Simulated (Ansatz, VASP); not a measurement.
# Two plane-wave programs on AlN

INCAR

```
PREC = Accurate
ENCUT = 520
EDIFF = 1E-6
ISMEAR = -1
SIGMA = 0.02
LREAL = F
LASPH = T
NELM = 100
ALGO = Normal
ISIF = 2
LWAVE = F
LCHARG = F
GGA = PE
NBANDS = 11
```

File KPOINTS:

```
regular mesh
0
Gamma
  10 10 10
```

POSCAR

```
AlN
1.0
   -0.1090691236      2.1996897903      2.1996897903
    2.1996897903     -0.1090691236      2.1996897903
    2.1996897903      2.1996897903     -0.1090691236
Al N
1 1
Direct
   -0.0026399094     -0.0026399094     -0.0026399094
    0.2526399094      0.2526399094      0.2526399094
```

Input for Ansatz:

```yaml
crystal:
  lattice:
    - [-0.1090691236, 2.1996897903, 2.1996897903]
    - [2.1996897903, -0.1090691236, 2.1996897903]
    - [2.1996897903, 2.1996897903, -0.1090691236]
  atoms:
    - { symbol: Al, position: [-0.0026399094, -0.0026399094, -0.0026399094] }
    - { symbol: "N", position: [0.2526399094, 0.2526399094, 0.2526399094] }
kpoints:
  mp_grid: { grid: [10, 10, 10] }
  band_path:
    path:
      - [0.0, 0.0, 0.0]
      - [-0.5, -0.5, 0.0]
      - [-0.375, -0.375, 0.25]
      - [-0.375, 0.0, 0.375]
      - [0.0, 0.0, 0.5]
      - [-0.5, -0.25, 0.25]
    npoints: 1
hamiltonian:
  xc: pbe
scf:
  occupations: { method: fermi_dirac, width: 0.02 }
  n_extra_bands: 4
output:
  forces: true
  stress: true
  eigenvalues: true
```

Change from the starting cell: epitaxial_111 strain +5.7%.

Alike in both runs: task single point; functional PBE; k mesh 10 × 10 × 10; occupations fermi-dirac, width 0.02 eV; no spin polarisation.

```csv
,VASP,Ansatz
version,VASP 6.6.1,Ansatz 0.2.0
potentials or method,"VASP PAW PBE potentials, release 64 (Al, N)","plane waves, PAW"
plane-wave cutoff (eV),520,420
valence electrons in the cell,8,8
```

```tsv
	VASP	Ansatz	Ansatz less VASP
gap on the k mesh at the Fermi level (eV)	2.88	2.89	+0.009
pressure (GPa)	-11.5	-11.3	+0.27
largest component of the traceless stress (GPa)	7.60	7.55	-0.049
rms of the force components (eV/Å)	0.035	0.035	-0.0007
```

Atom by atom the forces differ by 0.001 eV/Å (rms over components).

A k mesh can miss the band edges.
